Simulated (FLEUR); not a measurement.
# 1 ML Ni on Cu(001), 3 substrate layers: from one collinear state to anisotropy

One state of 1 ML Ni on Cu(001), 3 substrate layers is converged without symmetry. Force theorems then give its anisotropy.

Program: FLEUR MaX-R8.1. Level of theory: PBE; all-electron FLAPW film, Dirac cores, scalar-relativistic bands. Results are calculated unless marked as measured.

### 1. The structure

The cell holds 4 atoms: 3 Cu and 1 Ni. Cell: a = 2.556 Å, b = 2.556 Å, c = 19.425 Å, α = 90.0°, β = 90.0°, γ = 90.0°. Vacuum lies along c.

It is built of layers of Cu (space group 225) and Ni (space group 225).

### 2. Self-consistent state

The force theorems are single passes in this state's potential, so it has to be converged first.

No symmetry is used, so that later steps may turn the spins freely; k and −k are joined. FLEUR takes the sheet as a true film: the images along c are dropped, heights are typed in bohr, and the vacuum on both sides is semi-infinite. inpgen writes inp.xml from crystal.txt; cutoffs, mixing, functional, smearing and local orbitals are then set in the file. The k list scf (kpts.xml, not shown) is a Γ-centred 12×12×1 mesh; where the ranks do not divide the number of points, some are split in two of half the weight.

inp.xml reads:

```
<?xml version="1.0" encoding="UTF-8" standalone="no"?>
<fleurInput fleurInputVersion="0.39">
   <comment>
      Cu3Ni
   </comment>
   <calculationSetup>
      <cutoffs Kmax="3.63" Gmax="10.9" GmaxXC="10.9" numbands="0"/>
      <scfLoop itmax="140" minDistance="0.00002" maxIterBroyd="15" imix="Anderson" alpha="0.03" precondParam="0.0" spinf="2.0" sdNocoIR="T"/>
      <coreElectrons ctail="F" frcor="F" kcrel="0" coretail_lmax="0"/>
      <xcFunctional name="pbe" relativisticCorrections="F"/>
      <magnetism jspins="2" l_noco="F" l_ss="F">
         <qss>0.0 0.0 0.0</qss>
         <mtNocoParams l_mperp="F" l_mtNocoPot="F" l_relaxSQA="F" mag_mixing_scheme="0" mix_RelaxWeightOffD="1.0" l_constrained="F" mix_constr="1.0"/>
         <sourceFreeMag l_sourceFree="F" l_scaleMag="F" mag_scale="1.0"/>
      </magnetism>
      <soc l_soc="F" theta="0.0" phi="0.0" spav="F"/>
      <expertModes spex="0" secvar="F"/>
      <geometryOptimization l_f="F" forcealpha="1.0" forcemix="BFGS" epsdisp="0.00001" epsforce="0.00001"/>
      <ldaU l_linMix="F" mixParam="0.05" spinf="1.0"/>
   </calculationSetup>
   <cell>
      <bzIntegration valenceElectrons="51.0" mode="hist" fermiSmearingEnergy="0.00183747">
         <kPointListSelection listName="scf"/>
         <xi:include xmlns:xi="http://www.w3.org/2001/XInclude" href="kpts.xml"> </xi:include>
      </bzIntegration>
      <xi:include xmlns:xi="http://www.w3.org/2001/XInclude" href="sym.xml"> </xi:include>
      <filmLattice scale="1.0" dVac="15.48" dTilda="17.98">
         <bravaisMatrixFilm>
            <row-1>    4.8305009121673983     0.0000000000000000</row-1>
            <row-2>    0.0000000000000000     4.8305009121673983</row-2>
         </bravaisMatrixFilm>
         <vacuumEnergyParameters vacuum="1" spinUp="-.25" spinDown="-.25"/>
         <vacuumEnergyParameters vacuum="2" spinUp="-.25" spinDown="-.25"/>
      </filmLattice>
   </cell>
   <atomSpecies>
      <species name="Copper (Cu)" element="Cu" atomicNumber="29">
         <mtSphere radius="2.26" gridPoints="747" logIncrement="0.016"/>
         <atomicCutoffs lmax="8" lnonsphr="6"/>
         <electronConfig flipSpins="F">
            <coreConfig>(1s1/2) (2s1/2) (2p1/2) (2p3/2) (3s1/2) (3p1/2) (3p3/2)</coreConfig>
            <valenceConfig>(4s1/2) (3d3/2) (3d5/2)</valenceConfig>
            <stateOccupation state="(4s1/2)" spinUp="0.500000" spinDown="0.500000"/>
         </electronConfig>
         <energyParameters s="4" p="4" d="3" f="4"/>
      </species>
      <species name="Nickel (Ni1.001" element="Ni" atomicNumber="28">
         <mtSphere radius="2.26" gridPoints="747" logIncrement="0.016"/>
         <atomicCutoffs lmax="8" lnonsphr="6"/>
         <electronConfig flipSpins="F">
            <coreConfig>(1s1/2) (2s1/2) (2p1/2) (2p3/2)</coreConfig>
            <valenceConfig>(3s1/2) (3p1/2) (3p3/2) (4s1/2) (3d3/2) (3d5/2)</valenceConfig>
            <stateOccupation state="(3d3/2)" spinUp="1.6" spinDown="1.6"/>
            <stateOccupation state="(3d5/2)" spinUp="2.9005" spinDown="1.8995"/>
         </electronConfig>
         <energyParameters s="4" p="4" d="3" f="4"/>
         <lo type="SCLO" l="0" n="3" eDeriv="0"/>
         <lo type="SCLO" l="1" n="3" eDeriv="0"/>
      </species>
   </atomSpecies>
   <atomGroups>
      <atomGroup species="Copper (Cu)">
         <filmPos label="                   1">.0000000000 .0000000000 -5.0789960999</filmPos>
         <force calculate="T" relaxXYZ="TTT"/>
         <nocoParams  alpha="0.0" beta="0.0"/>
      </atomGroup>
      <atomGroup species="Copper (Cu)">
         <filmPos label="                   2">1.000/2.000 1.000/2.000 -1.6633261633</filmPos>
         <force calculate="T" relaxXYZ="TTT"/>
         <nocoParams  alpha="0.0" beta="0.0"/>
      </atomGroup>
      <atomGroup species="Copper (Cu)">
         <filmPos label="                   3">.0000000000 .0000000000 1.7523437733</filmPos>
         <force calculate="T" relaxXYZ="TTT"/>
         <nocoParams  alpha="0.0" beta="0.0"/>
      </atomGroup>
      <atomGroup species="Nickel (Ni1.001">
         <filmPos label="                   4">1.000/2.000 1.000/2.000 5.0789960999</filmPos>
         <force calculate="T" relaxXYZ="TTT"/>
         <nocoParams  alpha="0.0" beta="0.0"/>
      </atomGroup>
   </atomGroups>
   <output dos="F" band="F" slice="F">
      <bandDOS minEnergy="-.5*Htr" maxEnergy="0.5*Htr" sigma="0.015" storeEVData="T"/>
      <plotting iplot="0" polar="F">
         <plot TwoD="T" vec1="  1.0  0.0  0.0" vec2="  0.0  1.0  0.0" vec3="  0.0  0.0  1.0" zero="  0.0  0.0 -0.5" file="plot"/>
      </plotting>
      <moessbauerParams electricFieldGradient="F" isomerShift="F" coreHyperfine="F" valenceHyperfine="F"/>
   </output>
</fleurInput>
```

crystal.txt reads:

```
Cu3Ni
&input film=T cartesian=F /
2.55619100000  0.00000000000  0.00000000000
0.00000000000  2.55619100000  0.00000000000
0.00000000000  0.00000000000  1.00000000000
1.8897261246
1.0 1.0 1.0

4
29 0.00000000000  0.00000000000  -5.07899609986
29 0.50000000000  0.50000000000  -1.66332616328
29 0.00000000000  0.00000000000  1.75234377331
28 0.50000000000  0.50000000000  5.07899609986 : 1.001

&kpt div1=12 div2=12 div3=1 gamma=T /
```

Run with:

```
$ OMP_NUM_THREADS=1 inpgen -f crystal.txt -nosym -noco > inpgen.log  # inp.xml is then edited as shown
$ OMP_NUM_THREADS=1 mpirun -n 4 fleur_MPI > fleur.log
```

The program printed:

```text
Welcome to FLEUR        (www.flapw.de)
      MaX-Release 8.1          (www.max-centre.eu)

 ========== k-point set info ==========
 Selected k-point list: scf
 k-point list type: mesh
 0 x 0 x 0
 Number of k points: 76

 ------------Calculation Setup---------------------------
 Number of MPI-tasks      :            4
 Number of PE/node        :            4
 Number of OMP-threads    :            1
 k-points in parallel     :            4
 pe's per k-point         :            1
 No of k-point loops      :           19
 Eigenvalue solver        :       lapack
 Number of basis functions:          378
 Approximate size of matrices (H+S) per k-point:         0.004 GB
 --------------------------------------------------------
 Iteration:     1   Distance:      64.75373799 me/bohr^3
 Iteration:     2   Distance:      40.68443399 me/bohr^3
 Iteration:     3   Distance:      32.81066169 me/bohr^3
 Iteration:     4   Distance:      21.70580607 me/bohr^3
 Iteration:     5   Distance:      10.95365620 me/bohr^3
 Iteration:     6   Distance:       9.51270799 me/bohr^3
 Iteration:     7   Distance:       7.57996297 me/bohr^3
 Iteration:     8   Distance:       8.35122840 me/bohr^3
 Iteration:     9   Distance:      10.13421168 me/bohr^3
 Iteration:    10   Distance:       5.46995722 me/bohr^3
[... 38 iterations left out ...]
 Iteration:    49   Distance:       0.00057413 me/bohr^3
 Iteration:    50   Distance:       0.00053264 me/bohr^3
 Iteration:    51   Distance:       0.00028449 me/bohr^3
 Iteration:    52   Distance:       0.00029151 me/bohr^3
 Iteration:    53   Distance:       0.00026282 me/bohr^3
 Iteration:    54   Distance:       0.00014697 me/bohr^3
 Iteration:    55   Distance:       0.00010889 me/bohr^3
 Iteration:    56   Distance:       0.00007710 me/bohr^3
 Iteration:    57   Distance:       0.00003266 me/bohr^3
 Iteration:    58   Distance:       0.00001820 me/bohr^3

 ********************************************************************
 Run finished successfully
 Stop message:
   all done
 ********************************************************************

--- out.xml (last complete iteration) ---
<iteration numberForCurrentRun="   58" overallNumber="   58">
         [... left out ...]
         <bandgap value="0.0000000001" units="eV"/>
         <sumValenceSingleParticleEnergies value="-34.5904367300" units="Htr"/>
         <FermiEnergy value="-0.1800577712" units="Htr"/>
         <valenceDensity>
            <mtCharges spin="1">
               <mtCharge atomType="1" total="4.9413092" s="0.2140110" p="0.1200923" d="4.6001981" f="0.0053542"/>
               <mtCharge atomType="2" total="4.9876332" s="0.2141446" p="0.1777845" d="4.5848117" f="0.0084339"/>
               <mtCharge atomType="3" total="4.9996628" s="0.2166325" p="0.1830275" d="4.5879231" f="0.0093322"/>
               <mtCharge atomType="4" total="8.6776638" s="1.1891122" p="3.1053369" d="4.3751700" f="0.0061408"/>
            </mtCharges>
            <mtCharges spin="2">
               <mtCharge atomType="1" total="4.9445404" s="0.2145399" p="0.1213689" d="4.6016069" f="0.0053693"/>
               <mtCharge atomType="2" total="4.9939038" s="0.2155605" p="0.1790962" d="4.5883058" f="0.0084811"/>
               <mtCharge atomType="3" total="4.9959003" s="0.2191425" p="0.1911490" d="4.5734597" f="0.0094437"/>
               <mtCharge atomType="4" total="8.1768334" s="1.1865803" p="3.1094035" d="3.8727021" f="0.0062660"/>
            </mtCharges>
            <spinDependentCharge spin="1" total="25.7298360" interstitial="2.0354736" mtSpheres="23.6062689" vacuum1="0.0439968" vacuum2="0.0440966"/>
            <spinDependentCharge spin="2" total="25.2701643" interstitial="2.0659483" mtSpheres="23.1111779" vacuum1="0.0481967" vacuum2="0.0448414"/>
            <totalCharge value="51.0000002325"/>
         </valenceDensity>
         [... left out ...]
         <allElectronCharges>
            <spinDependentCharge spin="1" total="57.7298360" interstitial="2.0437000" mtSpheres="55.5980426" vacuum1="0.0439968" vacuum2="0.0440966"/>
            <spinDependentCharge spin="2" total="57.2701643" interstitial="2.0741834" mtSpheres="55.1029428" vacuum1="0.0481967" vacuum2="0.0448414"/>
            <totalCharge value="115.0000002627"/>
         </allElectronCharges>
         <magneticMomentsInMTSpheres units="muBohr">
            <globalMagMoment atomType="1" vec="0.00000   0.00000  -0.00323"/>
            <localMagMoment atomType="1" vec="0.00000   0.00000  -0.00323"/>
            <globalMagMoment atomType="2" vec="0.00000   0.00000  -0.00627"/>
            <localMagMoment atomType="2" vec="0.00000   0.00000  -0.00627"/>
            <globalMagMoment atomType="3" vec="0.00000   0.00000   0.00377"/>
            <localMagMoment atomType="3" vec="0.00000   0.00000   0.00377"/>
            <globalMagMoment atomType="4" vec="0.00000   0.00000   0.50083"/>
            <localMagMoment atomType="4" vec="0.00000   0.00000   0.50083"/>
         </magneticMomentsInMTSpheres>
         <moessbauerParams unitsHFF="kG" unitsIS="e/bohr^3" unitsEFG="Htr/bohr^2">
         </moessbauerParams>
         <totalEnergy value="    -6485.8780589430" units="Htr">
            <sumOfEigenvalues value="    -3765.4082547439">
               <coreElectrons value="-3730.8178180139"/>
               <valenceElectrons value="-34.5904367300"/>
            </sumOfEigenvalues>
            <densityCoulombPotentialIntegral value="-10014.9439373793"/>
            <densityEffectivePotentialIntegral value="-10361.1498343377"/>
            <chargeDenXCDenIntegral value="-266.4309997369"/>
            <FockExchangeEnergyValence value="0.0000000000"/>
            <FockExchangeEnergyCore value="0.0000000000"/>
            <atomTypeDependentContributions atomType="1">
               <electronNucleiInteractionDifferentMTs value="1988.7459323015"/>
               <MadelungTerm value="-4.5588292144"/>
            </atomTypeDependentContributions>
            <atomTypeDependentContributions atomType="2">
               <electronNucleiInteractionDifferentMTs value="1989.2979026792"/>
               <MadelungTerm value="-3.8022986633"/>
            </atomTypeDependentContributions>
            <atomTypeDependentContributions atomType="3">
               <electronNucleiInteractionDifferentMTs value="1989.3642240035"/>
               <MadelungTerm value="-3.7975861009"/>
            </atomTypeDependentContributions>
            <atomTypeDependentContributions atomType="4">
               <electronNucleiInteractionDifferentMTs value="1823.4594411592"/>
               <MadelungTerm value="-4.6904559883"/>
            </atomTypeDependentContributions>
            <tkbTimesEntropy value="0.0012576776"/>
            <freeEnergy value="-6485.8793166207"/>
            <extrapolationTo0K value="-6485.8786877819"/>
         </totalEnergy>
         <densityConvergence units="me/bohr^3">
            <chargeDensity spin="1" distance="0.0000111932"/>
            <chargeDensity spin="2" distance="0.0000079232"/>
            <overallChargeDensity distance="0.0000182046"/>
            <spinDensity distance="0.0000066878"/>
         </densityConvergence>
      </iteration>
```

Run time: 4.9 min. Hardware: 4 MPI ranks of Arm Neoverse V1, shared host; peak memory 0.93 GiB.

Spin moment in the muffin-tin sphere by atom:

```csv
atom,spin moment in the muffin-tin sphere (μB)
Cu1,-0.003
Cu2,-0.006
Cu3,0.004
Ni4,0.501
```

This step gave:

```yaml
free_energy: -176489.7672 eV
program_s_band_gap_on_this_mesh_in_a_metal_only_a_level_spacing: 1.00e-10 eV
magnetization: 0.4597 μB
final_state: ferromagnetic
```

After 58 cycles the largest moment stands at 0.501 μB.

### 3. Anisotropy by the force theorem, rung 1

Anisotropy is a small difference, so it is taken from sums over occupied states at a frozen potential, where most errors cancel.

One pass with spin–orbit coupling for each direction, from the saved density. The k list mae (kpts.xml, not shown) is a Γ-centred 19×19×1 mesh.

inp.xml, as its differences from that of step 2:

```diff
@@ -6,4 +6,4 @@
    <calculationSetup>
-      <cutoffs Kmax="3.63" Gmax="10.9" GmaxXC="10.9" numbands="0"/>
-      <scfLoop itmax="140" minDistance="0.00002" maxIterBroyd="15" imix="Anderson" alpha="0.03" precondParam="0.0" spinf="2.0" sdNocoIR="T"/>
+      <cutoffs Kmax="3.63" Gmax="10.9" GmaxXC="10.9" numbands="131"/>
+      <scfLoop itmax="1" minDistance="0.00002" maxIterBroyd="15" imix="Anderson" alpha="0.03" precondParam="0.0" spinf="2.0" sdNocoIR="T"/>
       <coreElectrons ctail="F" frcor="F" kcrel="0" coretail_lmax="0"/>
@@ -15,3 +15,3 @@
       </magnetism>
-      <soc l_soc="F" theta="0.0" phi="0.0" spav="F"/>
+      <soc l_soc="T" theta="0.0" phi="0.0" spav="F"/>
       <expertModes spex="0" secvar="F"/>
@@ -22,3 +22,3 @@
       <bzIntegration valenceElectrons="51.0" mode="hist" fermiSmearingEnergy="0.00183747">
-         <kPointListSelection listName="scf"/>
+         <kPointListSelection listName="mae"/>
          <xi:include xmlns:xi="http://www.w3.org/2001/XInclude" href="kpts.xml"> </xi:include>
@@ -89,2 +89,5 @@
    </output>
+   <forceTheorem>
+      <MAE theta="0.0 1.5707963 1.5707963 0.7853982" phi="0.0 0.0 1.5707963 0.0"/>
+   </forceTheorem>
 </fleurInput>
```

Run with:

```
$ OMP_NUM_THREADS=1 mpirun -n 4 fleur_MPI -warn_only > fleur.log
```

The program printed:

```text
[banner, memory and clock lines left out]
Welcome to FLEUR        (www.flapw.de)
      MaX-Release 8.1          (www.max-centre.eu)

 ========== k-point set info ==========
 Selected k-point list: mae
 k-point list type: mesh
 0 x 0 x 0
 Number of k points: 364

 [... set-up left out ...]
 ********************************************************************
 Run finished successfully
 Stop message:
   Forcetheorem MAE
 ********************************************************************

--- out.xml (force theorem) ---
<Forcetheorem_MAE Angles="4" units="Htr">
            <Angle theta="0.0000000" phi="0.0000000" ev-sum="-34.592088736"/>
            <Angle theta="1.5707963" phi="0.0000000" ev-sum="-34.592129014"/>
            <Angle theta="1.5707963" phi="1.5707963" ev-sum="-34.592129014"/>
            <Angle theta="0.7853982" phi="0.0000000" ev-sum="-34.592109000"/>
         </Forcetheorem_MAE>
```

The job ended after 2.8 min (4 MPI ranks; peak memory 1.5 GiB; 11 min of CPU time).

Anisotropy energies, by row:

```csv
axis,x,y,z,band energy less the first axis' (meV a cell)
z,0,0,1,0
x,1,0,0,-1.096
y,0,1,0,-1.096
45 degrees from z toward x,0.7071,0,0.7071,-0.5514
```

Shape anisotropy is not in these numbers.

### 4. Anisotropy by the force theorem, rung 2

A second rung shows how far the first can be trusted.

The k list mae (kpts.xml, not shown) is a Γ-centred 33×33×1 mesh.

inp.xml is that of step 3.

The program printed:

```text
[banner, memory and clock lines left out]
Welcome to FLEUR        (www.flapw.de)
      MaX-Release 8.1          (www.max-centre.eu)

 ========== k-point set info ==========
 Selected k-point list: mae
 k-point list type: mesh
 0 x 0 x 0
 Number of k points: 1092

 [... set-up left out ...]
 ********************************************************************
 Run finished successfully
 Stop message:
   Forcetheorem MAE
 ********************************************************************

--- out.xml (force theorem) ---
<Forcetheorem_MAE Angles="4" units="Htr">
            <Angle theta="0.0000000" phi="0.0000000" ev-sum="-34.592010872"/>
            <Angle theta="1.5707963" phi="0.0000000" ev-sum="-34.592050101"/>
            <Angle theta="1.5707963" phi="1.5707963" ev-sum="-34.592050101"/>
            <Angle theta="0.7853982" phi="0.0000000" ev-sum="-34.592030628"/>
         </Forcetheorem_MAE>
```

It took 8.8 min on 4 MPI ranks; peak memory 3.7 GiB.

Anisotropy energies, by row:

```csv
axis,x,y,z,band energy less the first axis' (meV a cell)
z,0,0,1,0
x,1,0,0,-1.067
y,0,1,0,-1.067
45 degrees from z toward x,0.7071,0,0.7071,-0.5376
```

(Continued in part 2 of 2.)

[Logs and program files are shortened in this print: banners, set-up blocks, solver, clock and traceback lines can be left out without a mark of their own.]

[Logs are printed without paths, hosts, clocks, repeated set-up lines and the standing remarks that a program may print on its own settings, such as how far it seeks lower states.]

[Hosts, paths, dates, database ids (printed as entryN), source tags and the programs' standing remarks are cut or masked in the printed files.]

[Where a cell is said to come from a database of computed structures, the database is the Materials Project.]
